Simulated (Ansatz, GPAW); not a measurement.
## ZrC: programs and potentials compared

```
Zr C
1.0
     3.39148    0.00000    0.00000
    -1.69574    2.93710    0.00000
     0.00000    0.00000    5.29005
Zr C
2 2
Cartesian
  1.6957 0.9790 3.9675
  0.0000 1.9581 1.3225
  0.0000 0.0000 2.6450
  0.0000 0.0000 0.0000
```

The cell comes from a database or a generator and needn't be the stable form of this composition.

Alike in all runs: task band structure; functional PBEsol; k mesh 9 × 9 × 5; occupations fermi-dirac, width 0.05 eV; no spin polarisation; no spin-orbit coupling. Pressure is positive in compression and, in plane waves, holds the error of the finite cutoff, which Ansatz's Pulay term estimates and takes out.

| program and potentials | plane-wave cutoff (eV) | notes | pressure (GPa) |
| --- | --- | --- | --- |
| Ansatz, Ansatz PAW | 420 | potentials made for PBE, which Ansatz adapts in part; Pulay term of +0.20 GPa included | -7.83 |
| GPAW, PAW data sets generated for this functional | 800 | - | -8.69 |
| Ansatz, all-electron LAPW, scalar-relativistic | - | - | -7.77 |

The pressure spans -8.69 (GPAW, PAW data sets generated for this functional) to -7.77 GPa (Ansatz, all-electron LAPW, scalar-relativistic), with all-electron results at -7.77.

Differences between rows come from potentials, basis sets and numerical settings, since the functional is the same but for its coding. Runs on potential files found faulty are left out.
